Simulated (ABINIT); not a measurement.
A run of ABINIT 10.8.3 (patched build) is set up as follows.

The input run.abi:

```
pp_dirpath "./"
pseudos "Pb_ONCV_PBE-1.2.upf, Se_ONCV_PBE-1.2.upf"

acell 4.3284127397 4.3284127397 4.3284127397 Angstrom
rprim
     0.0000000000     0.7071067812     0.7071067812
     0.7071067812     0.0000000000     0.7071067812
     0.7071067812     0.7071067812     0.0000000000
ntypat 2
znucl 82 34
natom 2
typat 1 2
xred
     0.0000000000     0.0000000000     0.0000000000
     0.5000000000     0.5000000000     0.5000000000

ecut 18.0

kptopt 1
ngkpt 6 6 6
nshiftk 1
shiftk 0.0 0.0 0.0

ixc -428

nband 12
occopt 1

nstep 60
diemac 6.0
toldfe 1.0e-7

iomode 3
prtwf 0
prtden 0
prteig 0
prtebands 0
enunit 1
prtvol 2
```

Potentials or basis: SG15 NC PBE v1.2.

Launch:

```console
$ mpirun --bind-to none -np 8 abinit run.abi > log 2>&1
```

Problem. Predict the pressure.

Solution. 0.5 GPa.

Problem. What does it give for the band gap on the k mesh?

Solution. 0.57 eV, direct.

Caveat: Libxc's HSE differs a little from that of other programs; the potentials were made for another functional, which shifts forces and pressure; spin-orbit coupling is left out, which as a rule narrows the gap of such compounds by several tenths of an eV.

**Experimental background.**

A printed reference work, monograph reports, for a bulk crystal of PbSe at 300 K: band gap 0.28 eV (direct).

A measured gap of PbSe is 0.28 eV (direct; 300 K; a printed reference work, monograph); the calculated 0.57 eV misses it by +0.29 eV. 2 values of this kind are on record (0.15 to 0.28 eV); this one was drawn at random. Spin-orbit coupling on Pb, Se is left out. The value is that of HSE06 on a finite k mesh, which can miss the band edges, without temperature or zero-point motion.
